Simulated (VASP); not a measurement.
## VASP 6.6.1 run: CaO

INCAR

```
IBRION = 2
LASPH = .TRUE.
EDIFF = 1E-7
ISMEAR = -1
LCHARG = .FALSE.
SIGMA = 0.02
ENCUT = 600
ISIF = 3
NELM = 89
GGA = CA
NBANDS = 15
LWAVE = .FALSE.
EDIFFG = -5E-3
PREC = Accurate
LREAL = .FALSE.
NSW = 40
```

KPOINTS

```
KPOINTS created by Atomic Simulation Environment
0
Monkhorst-Pack
8 8 8
0 0 0
```

POSCAR

```
Ca O
 1.0000000000000000
     0.0000000000000000    2.6213224458742479    2.6213224458742479
     2.6213224458742479   -0.0000000000000000    2.6213224458742479
     2.6213224458742479    2.6213224458742479    0.0000000000000000
 Ca  O
   1   1
Cartesian
 -0.0000000000000000  0.0000000000000000  0.0000000000000000
  1.3106612229371239  1.3106612229371239  1.3106612229371239
```

The recommended LDA PAW datasets give the neutral cell 16 valence electrons.

Command

```
mpirun -np 1 vasp_std
```

OSZICAR

```
N       E                     dE             d eps       ncg     rms          rms(c)
DAV:   1     0.131121288261E+03    0.13112E+03   -0.87270E+03  1800   0.116E+03
DAV:   2    -0.954837396250E+01   -0.14067E+03   -0.12976E+03  2269   0.290E+02
DAV:   3    -0.160301298487E+02   -0.64818E+01   -0.64252E+01  2130   0.640E+01
DAV:   4    -0.162648418447E+02   -0.23471E+00   -0.23456E+00  2655   0.105E+01
DAV:   5    -0.162661969431E+02   -0.13551E-02   -0.13549E-02  2110   0.932E-01    0.953E+00
DAV:   6    -0.138997596191E+02    0.23664E+01   -0.83229E+00  1877   0.248E+01    0.443E+00
DAV:   7    -0.137205567328E+02    0.17920E+00   -0.84139E-01  1995   0.863E+00    0.199E+00
DAV:   8    -0.136576453008E+02    0.62911E-01   -0.14357E-01  2297   0.367E+00    0.396E-01
DAV:   9    -0.136564914640E+02    0.11538E-02   -0.55524E-03  2113   0.618E-01    0.153E-01
DAV:  10    -0.136568850926E+02   -0.39363E-03   -0.35254E-04  1884   0.174E-01    0.345E-02
...
DAV:   1    -0.137412635347E+02   -0.48023E-01   -0.10083E+00  2514   0.104E+01    0.144E+00
DAV:   2    -0.137053862396E+02    0.35877E-01   -0.13627E-01  2227   0.311E+00    0.608E-01
DAV:   3    -0.136975747681E+02    0.78115E-02   -0.16280E-02  3182   0.152E+00    0.243E-01
DAV:   4    -0.136964711174E+02    0.11037E-02   -0.76126E-03  3184   0.679E-01    0.834E-02
DAV:   5    -0.136965161042E+02   -0.44987E-04   -0.54147E-05  1849   0.754E-02    0.747E-02
DAV:   6    -0.136968413393E+02   -0.32524E-03   -0.37662E-04  2945   0.127E-01    0.252E-02
DAV:   7    -0.136968556888E+02   -0.14349E-04   -0.22019E-05  3110   0.378E-02    0.755E-03
DAV:   8    -0.136968543299E+02    0.13588E-05   -0.19952E-06  3372   0.955E-03    0.211E-03
DAV:   9    -0.136968544143E+02   -0.84351E-07   -0.78591E-08  2062   0.353E-03
   3 F= -.13696854E+02 E0= -.13696854E+02  d E =-.399769E-01
```

Standard output (part)

```
POSCAR found type information on POSCAR CaO
 POSCAR found :  2 types and       2 ions
 LDA part: xc-table for (Slater(with rela. corr.)+CA(PZ))
 , standard interpolation
 POSCAR, INCAR and KPOINTS ok, starting setup
 WAVECAR not read
 entering main loop
 curvature:   0.00 expect dE= 0.000E+00 dE for cont linesearch  0.000E+00
 search vector abs. value=  0.993E-01
 bond charge predicted
 trial-energy change:   -0.036363  1 .order   -0.033797   -0.099344    0.031751
 bond charge predicted
 curvature:  -0.38 expect dE=-0.101E-06 dE for cont linesearch -0.101E-06
 search vector abs. value=  0.267E-06
 reached required accuracy - stopping structural energy minimisation
```

From OUTCAR

```
k-points           NKPTS =     60   k-points in BZ     NKDIM =     60   number of bands    NBANDS=     15

   NELECT =      16.0000    total number of electrons

   dimension x,y,z NGX =    30 NGY =   30 NGZ =   30
   dimension x,y,z NGXF=    60 NGYF=   60 NGZF=   60

  energy-cutoff  :      600.00
  volume of cell :       33.70
      direct lattice vectors                 reciprocal lattice vectors
     0.000000000  2.563677937  2.563677937    -0.195032298  0.195032298  0.195032298
     2.563677937 -0.000000000  2.563677937     0.195032298 -0.195032298  0.195032298
     2.563677937  2.563677937 -0.000000000     0.195032298  0.195032298 -0.195032298

 k-points in reciprocal lattice and weights: KPOINTS created by Atomic Simulation Env
   0.06250000  0.06250000  0.06250000       0.004
   0.18750000  0.06250000  0.06250000       0.012
   0.31250000  0.06250000  0.06250000       0.012
   0.43750000  0.06250000  0.06250000       0.012
  -0.43750000  0.06250000  0.06250000       0.012
  -0.31250000  0.06250000  0.06250000       0.012
  -0.18750000  0.06250000  0.06250000       0.012
  -0.06250000  0.06250000  0.06250000       0.012
   ...

 E-fermi :   0.8645

 k-point     1 :       0.0625    0.0625    0.0625
  band No.  band energies     occupation
      1     -36.0215      2.00000
      2     -17.2852      2.00000
      3     -17.2439      2.00000
      4     -17.2439      2.00000
      5     -14.1408      2.00000
      6      -0.4413      2.00000
      7      -0.3739      2.00000
      8      -0.3739      2.00000
      9       3.8135      0.00000
     10       8.3954      0.00000
     11       8.3954      0.00000
     12      10.1716      0.00000
     13      10.2953      0.00000
     14      10.2953      0.00000
     15      16.5305      0.00000

 k-point     2 :       0.1875    0.0625    0.0625
  band No.  band energies     occupation
      1     -36.0098      2.00000
      2     -17.4775      2.00000
      3     -17.2704      2.00000
      4     -17.2514      2.00000
      5     -13.9485      2.00000
      6      -0.6434      2.00000
      7      -0.3191      2.00000
      8      -0.2950      2.00000
      9       4.5142      0.00000
     10       8.0196      0.00000
     11       8.3234      0.00000
     12       9.9525      0.00000
     13      10.3582      0.00000
     14      10.5436      0.00000
     15      15.1087      0.00000

 k-point     3 :       0.3125    0.0625    0.0625
  band No.  band energies     occupation
      1     -35.9871      2.00000
      2     -17.8036      2.00000
      3     -17.3027      2.00000
      4     -17.2751      2.00000
      5     -13.6420      2.00000
      6      -0.7887      2.00000
      7      -0.2052      2.00000
      8      -0.1907      2.00000
      9       5.6223      0.00000
     10       7.8407      0.00000
     11       8.1794      0.00000
     12       9.4963      0.00000
     13      10.4117      0.00000
     14      10.5969      0.00000
     15      13.3068      0.00000

 ...

  Total        0.0019217      0.0019217      0.0019217      0.0000000      0.0000000     -0.0000000
  in kB        0.0913654      0.0913654      0.0913654      0.0000000      0.0000000     -0.0000000
  external PRESSURE =       0.0913654 kB  Pullay stress =       0.0000000 kB

 POSITION                                       TOTAL-FORCE (eV/Angst)
 -----------------------------------------------------------------------------------
      0.00000      0.00000      0.00000        -0.000000     -0.000000     -0.000000
      1.28184      1.28184      1.28184         0.000000      0.000000      0.000000
 -----------------------------------------------------------------------------------
    total drift:                               -0.000000     -0.000000     -0.000000

  FREE ENERGIE OF THE ION-ELECTRON SYSTEM (eV)
  ---------------------------------------------------
  free  energy   TOTEN  =       -13.6968544143 eV

  energy  without entropy=      -13.6968544143  energy(sigma->0) =      -13.69685441
```

```csv
ionic step,ΔE (meV/atom),volume (Å³),largest force (eV/Å),pressure (GPa),electronic steps
1,0.0,36.02,0.000,-5.21,14
2,-18.2,33.06,0.000,1.82,11
3,-20.0,33.70,0.000,0.01,9
```

It converged. Results: relaxed cell vector lengths 3.626, 3.626, 3.626 Å; relaxed cell volume 33.70 Å³.

The shifted mesh misses Γ, so a band edge there is missed.

For comparison, a separate LDA relaxation on usual settings, not on those above, ends at 33.70 Å³.

The run above took about 42 s on one core of a shared host (Intel Xeon 6975P-C) and held 0.19 GiB at most.
